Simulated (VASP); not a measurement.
Input of a VASP 6.6.1 run:

INCAR

```
ALGO = Fast ; DIPOL = 0.5 0.5 0.500
EDIFF = 1E-6 ; EDIFFG = -0.005
ENCUT = 520 ; GGA = PS
IBRION = 2 ; IDIPOL = 3
ISIF = 2 ; ISMEAR = 0
LASPH = T ; LCHARG = F
LDIPOL = T ; LREAL = F
LWAVE = F ; NELM = 60
NSW = 60 ; PREC = Accurate
SIGMA = 0.05
```

Contents of KPOINTS:

```
k-points
0
Gamma
  11 11 1
```

File POSCAR:

```
Os
1.0
    2.7340999755      0.0000000000      0.0000000000
   -1.3670499877      2.3678000353      0.0000000000
    0.0000000000      0.0000000000     23.6394000000
Os
5
Selective dynamics
Direct
    0.3333333333      0.6666666666      0.3172669357  F F F
    0.6666666667      0.3333333334      0.4086334679  F F F
    0.3333333333      0.6666666666      0.5000000000  T T T
    0.6666666667      0.3333333334      0.5913665321  T T T
    0.3333333333      0.6666666666      0.6827330643  T T T
```

Potentials or basis: VASP PAW PBE potentials, release 64 (Os).

Command:

```console
$ cat potpaw_PBE.64/Os/POTCAR > POTCAR
$ mpirun -np 1 vasp_std > vasp.out
```

Task: Predict the energy gained by relaxing.

Result: 9.7 meV/atom.

Final structure:
```
Os
1.0
     2.73410    0.00000    0.00000
    -1.36705    2.36780    0.00000
     0.00000    0.00000   23.63940
Os
5
Cartesian
  0.0000 1.5785 7.5000
  1.3670 0.7893 9.6599
  0.0000 1.5785 11.8164
  1.3670 0.7893 13.9879
  0.0000 1.5785 16.0633
```

Caveat: the bands computed are all filled at some k points, so no gap is given. Spin-orbit coupling is left out, which matters for the levels of Os.
